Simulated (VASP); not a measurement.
# BN (zincblende): one GW calculation on PBE orbitals in two programs

```
CELL_PARAMETERS angstrom
0.00000 1.80483 1.80483
1.80483 0.00000 1.80483
1.80483 1.80483 0.00000
ATOMIC_POSITIONS crystal
B 0.00000 0.00000 0.00000
N 0.25000 0.25000 0.25000
```

Each program uses its own PAW datasets. VASP's cell holds 8 valence electrons and Ansatz's 8. Both sum 87 empty bands with a screening cutoff of 220 eV, short of the basis and mesh limit, and the G₀W₀ gap is that of the linearised levels of the first step.

Cutoffs: 500 eV in VASP, 420 eV in Ansatz. k meshes: 6×6×6 and 6×6×6.

|  | VASP | Ansatz |
| --- | --- | --- |
| PBE gap on the mesh | 4.47 eV | 4.47 eV |
| G₀W₀ gap on the mesh | 6.12 eV | 6.14 eV |
